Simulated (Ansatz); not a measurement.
# CdTe in Ansatz: the effect of functional

CdTe:

```
CELL_PARAMETERS angstrom
0.00000 3.20500 3.20500
3.20500 0.00000 3.20500
3.20500 3.20500 0.00000
ATOMIC_POSITIONS crystal
Te 0.75000 0.75000 0.75000
Cd 0.00000 0.00000 0.00000
```

Alike in all runs:

- Program: Ansatz 0.2.0
- Task: single point
- Potentials or basis: all-electron PAW datasets made for the crystal
- k mesh: 4 × 4 × 4
- Occupations: fermi-dirac, width 0.05 eV
- Spin: no spin polarisation

```csv
functional,cutoff,gap on the mesh (eV),pressure (GPa)
PBE,240 eV (chosen from the basis error),?,?
HSE06,270 eV (chosen from the basis error),1.77,3.6
PBE0,270 eV (chosen from the basis error),2.41,3.4
```

**Question.** What does the run with functional PBE give?

**Answer.** gap on the mesh 0.86 eV; pressure 4.5 GPa.

Caveats: all runs use coarse meshes; spin-orbit coupling is left out, which moves the levels of the heavy elements.

The runs don't all hold the same shells in valence.
